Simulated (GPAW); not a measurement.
# Ga (C2/c) in GPAW: further runs

Runs on Ga. Level: PBEsol. Tasks: band structure.

All numbers are computed with GPAW 26.7.0; they aren't measurements. Logs are shortened: lines on timing, memory, paths and dates and some standing lists are left out, and cuts for length are marked. The log counts tension as positive stress, the text compression.

### Step 1. The crystal as given

Symmetry: C2/c, No. 15, monoclinic system. Conventional cell: a = 2.766 Å, b = 8.053 Å, c = 3.332 Å, α = 90.00°, β = 92.02°, γ = 90.00°. Ga (site symmetry 2) is surrounded by 8 Ga at 2.69 to 2.92 Å.

This isn't the form of Ga at room conditions, which is orthorhombic.

### Step 2. Band structure, PBEsol

Input file run.py:

```python
from ase import Atoms
from ase.dft.bandgap import bandgap
from ase.io import write
from ase.units import GPa
from gpaw import GPAW, PW, setup_paths

setup_paths.insert(0, '.')

atoms = Atoms(['Ga', 'Ga'],
              cell=[[1.383, -4.0265, 0.0],
                    [1.383, 4.0265, 0.0],
                    [-0.1174474948, 0.0, 3.3299294416]],
              scaled_positions=[[0.131, 0.869, 0.75],
                                [0.869, 0.131, 0.25]],
              pbc=True)

calc = GPAW(mode=PW(600),
            xc='PBEsol',
            kpts={'size': (10, 10, 8), 'gamma': True},
            occupations={'name': 'fermi-dirac', 'width': 0.05},
            nbands=10,
            convergence={'density': 1e-05, 'energy': 1e-05},
            maxiter=150,
            txt='gpaw.txt')
atoms.calc = calc
energy = atoms.get_potential_energy()
forces = atoms.get_forces()
stress = atoms.get_stress()
calc.write('gs.gpw')
write('result.traj', atoms)
print(f'Energy: {energy:.6f} eV')
print('Forces (eV/A):')
print(forces.round(4))
print('Stress (GPa):', (stress / GPa).round(3))
print('Fermi level:', round(calc.get_fermi_level(), 4), 'eV')
print(f'Gap: {bandgap(calc)[0]:.4f} eV, direct: {bandgap(calc, direct=True)[0]:.4f} eV')

path = atoms.cell.bandpath('GYFHZIF1,H1Y1XGN,MG', npoints=60, eps=1e-4)
bs_calc = calc.fixed_density(kpts=path, symmetry='off', nbands=19,
                             convergence={'bands': 'CBM+6.0', 'eigenstates': 1e-6}, txt='bands.txt')
bs = bs_calc.band_structure()
bs.write('bs.json')
print(f'Gap on the path: {bandgap(bs_calc)[0]:.4f} eV')
```

Potentials or basis: PAW data sets generated in the run's folder for this functional, pw.

The run is started by

```console
gpaw-setup -f PBEsol Ga
OMP_NUM_THREADS=1 python run.py
```

gpaw.txt:

```text
__  _  _
 | _ |_)|_||  |
 |__||  | ||/\| - 26.7.0

Input parameters:
  mode=PW(ecut=600.0),
  convergence={'density': 1e-05, 'energy': 1e-05},
  kpts=MonkhorstPack(size=(10, 10, 8), gamma=True),
  maxiter=150,
  nbands=10,
  occupations=Occupations(name='fermi-dirac', width=0.05),
  xc=XC(name='PBEsol')

Diagonalizing LCAO Hamiltonian
Converting LCAO to pw mode

           Ga

       Ga

Atoms  # Å, Bohr magnetons
|   | symbol |        x |         y |        z |    initial magnetic moments |
|---|--------|----------|-----------|----------|-----------------------------|
| 0 |     Ga | 1.294914 |  2.971557 | 2.497447 | ( 0.0000,  0.0000,  0.0000) |
| 1 |     Ga | 1.353638 | -2.971557 | 0.832482 | ( 0.0000,  0.0000,  0.0000) |

Unit cell  # Å
| periodic |         x |         y |        z |  lengths |     angles |
|----------|-----------|-----------|----------|----------|------------|
|      yes |  1.383000 | -4.026500 | 0.000000 | 4.257393 |  90.656069 |
|      yes |  1.383000 |  4.026500 | 0.000000 | 4.257393 |  90.656069 |
|      yes | -0.117447 |  0.000000 | 3.329929 | 3.332000 | 142.087422 |

Number of symmetries: 2
Symmetry operations  # r_c * U_cc + t_c -> r_c
|   | kind |            matrix            |
|---|------|------------------------------|
| 0 |  E   |  1, 0, 0,  0, 1, 0,  0, 0, 1 |
| 1 |  i   | -1, 0, 0,  0,-1, 0,  0, 0,-1 |

BZ-sampling:
  Number of BZ points: 800
  Number of IBZ points: 404

  Monkhorst-Pack size: [10, 10, 8]
  Monkhorst-Pack shift: [0.05, 0.05, 0.0625]

K-points  # in reciprocal-cell coordinates
|     |                                coordinates |     weight |
|-----|--------------------------------------------|------------|
|   0 | (  0.00000000,   0.00000000,   0.00000000) | 0.00125000 |
|   1 | (  0.00000000,   0.00000000,   0.12500000) | 0.00250000 |
|   2 | (  0.00000000,   0.00000000,   0.25000000) | 0.00250000 |
|   3 | (  0.00000000,   0.00000000,   0.37500000) | 0.00250000 |
|   4 | (  0.00000000,   0.00000000,   0.50000000) | 0.00125000 |
|   5 | (  0.00000000,   0.10000000,  -0.37500000) | 0.00250000 |
|   6 | (  0.00000000,   0.10000000,  -0.25000000) | 0.00250000 |
|   7 | (  0.00000000,   0.10000000,  -0.12500000) | 0.00250000 |
|   8 | (  0.00000000,   0.10000000,   0.00000000) | 0.00250000 |
|   9 | (  0.00000000,   0.10000000,   0.12500000) | 0.00250000 |
| ... |                                            |            |
| 403 | (  0.50000000,   0.50000000,   0.50000000) | 0.00125000 |

Plane wave coefficients: 1265
Cutoff: 600.0 eV

Spin-components: 1 (collinear spins)
Bands:           10
Projectors:      10
Spin-degeneracy: 2
Datatype:        complex128

Parallelization:
  kpt:    1
  domain: 1
  band:   1

Density:
  Valence electrons: 6.0
  Components: 1
  Grid points: [25 25 20]
  Charge: 0.0  # |e|

Potential:
  Grid points: [25 25 20]

species:
  Ga:
    name:    Gallium
    Z:       31.0
    valence: 3
    core:    28
    charge:  0.0  # [|e|]
    compensation charges:
      type: gauss
      rc: 0.37  # [Å]
      lmax: 2
    cutoffs:
      filter: 2.06  # [Å]
      core: 4.17  # [Å]
    projectors
    | kind |    occ | energy [eV] | rcut [Å] |
    |------|--------|-------------|----------|
    |   4s |  2.000 |      -8.959 |    1.164 |
    |   4p |  1.000 |      -2.572 |    1.164 |
    |    s |        |      18.252 |    1.164 |
    |    p |        |      24.640 |    1.164 |
    |    d |        |       0.000 |    1.164 |

    Using partial waves for Ga as LCAO basis

Reference energy: -105688.870787  # eV

eigensolver:
  PPCG
  Converge bands: occupied
  niter=2

density mixing:
  MSR1-Mixer
  Pratt-step length: 0.05
  Maximum mixing coefficient: 0.75
  Old densities: 10
  SVD Regularization: 0.005
  Good broyden scale: 1.0
  Trust region scale: 1.0
  Backstep threshold: 4.0
  History deletion threshold: 6.0
  Fourier metric: weight=20.0, sigma=0.015

occupation numbers:
  Fermi-Dirac:
    width: 0.0500  # eV

poisson solver:
  ecut: 4800.0  # eV

xc functional:
  name: PBEsol with 2 nearest neighbor stencil

convergence criteria:
- Maximum integral of absolute [dens]ity change: 1e-05 electrons / valence electron
- Maximum [total energy] change in last 3 cyles: 1e-05 eV / valence electron
- Maximum integral of absolute [eigenst]ate change: 4e-08 eV^2 / valence electron
maximum number of iterations: 150

SCF iterations
|iter     | |      energy | eigst |  dens |
|---------|-|-------------|-------|-------|
|iter:   1| |   -6.685020 | -0.94 |       |
|iter:   2| |   -6.683670 | -3.26 | -1.05 |
|iter:   3| |   -6.669692 | -3.51 | -1.07 |
|iter:   4| |   -6.668834 | -4.18 | -1.60 |
|iter:   5| |   -6.668839 | -5.62 | -2.66 |
|iter:   6| |   -6.668839c| -6.48 | -3.16 |
|iter:   7| |   -6.668839c| -7.52c| -4.10 |
|iter:   8| |   -6.668839c| -8.51c| -4.57 |
|iter:   9| |   -6.668839c| -9.59c| -6.02c|

Converged in 9 steps
Energy contributions relative to reference atoms: (reference = -105688.870787)

Energy contributions:
  Kinetic:          17.919014
  Coulomb:         -14.229318
  Zero:              0.014226
  External:          0.000000
  Xc:              -10.369946
  Entropy:          -0.005632
  Spinorbit:         0.000000
  ----------------------------
  Free energy:      -6.671655
  Extrapolated:     -6.668839

dipole moment: (-0.000039, -0.000000, -0.000049)  # |e|*Ang

Fermi level: 6.156
Eigenvalues  # (at kpt = [0.000, 0.000, 0.000])
| band index |      eig [eV] | occ [0-2] |
|------------|---------------|-----------|
|          0 |        -5.059 |     2.000 |
|          1 |         4.075 |     2.000 |
|          2 |         4.531 |     2.000 |
|          3 |         7.815 |     0.000 |
|          4 |        11.586 |     0.000 |
|          5 |        15.871 |     0.000 |
|          6 |        16.397 |     0.000 |
|          7 |        16.587 |     0.000 |
|          8 |        16.927 |     0.000 |
|          9 |        18.945 |     0.000 |

No gap
No difference between direct/indirect transitions

Forces  # eV/Ang
|        x |        y |        z |
|----------|----------|----------|
| -0.00000 | -0.21151 |  0.00000 |  # Ga   0
|  0.00000 |  0.21151 | -0.00000 |  # Ga   1

Stress tensor  # eV/Ang^3
|         x |        y |         z |
|-----------|----------|-----------|
|  0.004506 | 0.000000 | -0.002819 |
|  0.000000 | 0.007869 |  0.000000 |
| -0.002819 | 0.000000 |  0.015199 |

# Writing to gs.gpw (mode='')
```

bands.txt:

```text
Diagonalizing LCAO Hamiltonian
Converting LCAO to pw mode
convergence criteria:
- Maximum integral of absolute [eigenst]ate change: 1e-06 eV^2 / valence electron
maximum number of iterations: 150

SCF iterations
|iter     | |      energy | eigst |  dens |
[... 58 lines left out ...]
         [-2.14285714e-01,  0.00000000e+00,  0.00000000e+00],
         [-2.85714286e-01,  0.00000000e+00,  0.00000000e+00],
         [-3.57142857e-01,  0.00000000e+00,  0.00000000e+00],
         [-4.28571429e-01,  0.00000000e+00,  0.00000000e+00],
[... 9 lines left out ...]
         [-1.00000000e-01,  0.00000000e+00,  1.00000000e-01],
         [-5.00000000e-02,  0.00000000e+00,  5.00000000e-02],
         [ 0.00000000e+00,  0.00000000e+00,  0.00000000e+00]])),
  maxiter=150,
  nbands=19,
  occupations=Occupations(name='fermi-dirac', width=0.05),
  symmetry=Symmetry(point_group=False, time_reversal=False),
  xc=XC(name='PBEsol')
```

Run time: 89 s. Hardware: 1 thread of Arm Neoverse V1, shared host; peak memory 0.36 GiB.

Results:

```yaml
Free_energy: -6.6717 eV
Pressure: -1.5 GPa
Largest_force: 0.212 eV/Å
Band_gap_along_the_path: none (metal or under the smearing width)
```

Forces on the atoms (eV/Å):
```
Ga   0.000 -0.212  0.000
Ga   0.000  0.212  0.000
```

Stress tensor (GPa, compression positive):
```
-0.72  0.00  0.45
 0.00 -1.26  0.00
 0.45  0.00 -2.44
```

Levels at the corners of the path, in eV from the Fermi level:
| point | band 1 | band 2 | band 3 | band 4 | band 5 | band 6 | band 7 | band 8 |
| --- | --- | --- | --- | --- | --- | --- | --- | --- |
| Γ | -11.22 | -2.08 | -1.62 | 1.66 | 5.43 | 9.72 | 10.24 | 10.43 |
| Y | -5.59 | -5.13 | -3.84 | 4.19 | 4.63 | 6.41 | 7.78 | 9.69 |
| F | -2.73 | -2.56 | -1.94 | -1.48 | -0.04 | 0.52 | 7.96 | 8.20 |
| H | -2.57 | -2.38 | -2.01 | -1.53 | 0.37 | 0.59 | 7.67 | 7.69 |
| Z | -7.80 | -7.80 | 1.71 | 1.71 | 2.46 | 2.46 | 11.73 | 11.73 |
| I | -6.09 | -6.09 | -4.40 | -4.40 | 10.85 | 10.85 | 11.86 | 11.86 |
| F1 | -2.73 | -2.56 | -1.94 | -1.48 | -0.04 | 0.52 | 7.96 | 8.20 |
| H1 | -2.57 | -2.38 | -2.01 | -1.53 | 0.37 | 0.59 | 7.67 | 7.69 |
| Y1 | -5.59 | -5.13 | -3.84 | 4.19 | 4.63 | 6.41 | 7.78 | 9.69 |
| X | -9.11 | -8.60 | 4.03 | 4.60 | 5.86 | 6.08 | 7.61 | 10.77 |
| Γ | -11.22 | -2.08 | -1.62 | 1.66 | 5.43 | 9.72 | 10.24 | 10.43 |
| N | -6.11 | -5.03 | -1.33 | 0.01 | 5.83 | 6.64 | 8.43 | 9.27 |
| M | -2.86 | -2.85 | -1.65 | -1.51 | 1.77 | 2.32 | 4.32 | 4.78 |
| Γ | -11.22 | -2.08 | -1.62 | 1.66 | 5.43 | 9.72 | 10.24 | 10.43 |

Caveat: the program warned that so skewed a cell can give wrong results.

### Step 3. Band structure, PBEsol, spin-orbit coupling, no magnetisation

Changes to run.py since step 2:

```diff
@@ -1 +1,2 @@
+import numpy as np
 from ase import Atoms
@@ -5,2 +6,3 @@
 from gpaw import GPAW, PW, setup_paths
+from gpaw.spinorbit import soc_eigenstates
 
@@ -43 +45,7 @@
 print(f'Gap on the path: {bandgap(bs_calc)[0]:.4f} eV')
+
+soc = soc_eigenstates(bs_calc, theta=90, phi=45)
+np.savetxt('soc_bands.dat', soc.eigenvalues(), fmt='%.4f')
+mesh = soc_eigenstates('gs.gpw', theta=90, phi=45)
+np.savetxt('soc_mesh.dat', mesh.eigenvalues(), fmt='%.4f')
+print('Fermi level with spin-orbit coupling:', round(mesh.fermi_level, 4), 'eV')
```

Potentials or basis: PAW data sets generated in the run's folder for this functional, pw.

The run is started by

```console
gpaw-setup -f PBEsol Ga
OMP_NUM_THREADS=1 python run.py
```

Wall time 92 s (1 thread of Arm Neoverse V1, shared host); peak memory 0.41 GiB.

The run converged. Its results:

* Free energy: -6.6717 eV
* Pressure: -1.5 GPa
* Largest force: 0.212 eV/Å
* Band gap along the path: none (metal or under the smearing width)

Forces in eV/Å, atoms in the order of the input:
```
Ga   0.000 -0.212  0.000
Ga   0.000  0.212  0.000
```

Stress tensor (GPa, compression positive):
```
-0.72  0.00  0.45
 0.00 -1.26  0.00
 0.45  0.00 -2.44
```

Levels at the corners of the path, in eV from the Fermi level:
```tsv
point	band 4	band 5	band 6	band 7	band 8	band 9
Γ	-2.08	-1.62	-1.62	1.66	1.66	5.43
Y	-5.12	-3.84	-3.84	4.18	4.18	4.64
F	-2.56	-1.94	-1.94	-1.48	-1.48	-0.04
H	-2.38	-2.01	-2.01	-1.53	-1.53	0.37
Z	-7.80	1.70	1.70	1.70	1.70	2.47
I	-6.09	-4.40	-4.40	-4.40	-4.40	10.84
F1	-2.56	-1.94	-1.94	-1.48	-1.48	-0.04
H1	-2.38	-2.01	-2.01	-1.53	-1.53	0.37
Y1	-5.12	-3.84	-3.84	4.18	4.18	4.64
X	-8.60	4.02	4.02	4.60	4.60	5.86
Γ	-2.08	-1.62	-1.62	1.66	1.66	5.43
N	-5.03	-1.33	-1.33	0.01	0.01	5.82
M	-2.85	-1.65	-1.65	-1.51	-1.51	1.77
Γ	-2.08	-1.62	-1.62	1.66	1.66	5.43
```

Caveat: spin-orbit coupling was added after a scalar SCF, so levels and gaps hold it while energy, forces, pressure and moments don't; this program's spin-orbit splittings come out too wide for heavy elements; the program warned that so skewed a cell can give wrong results.
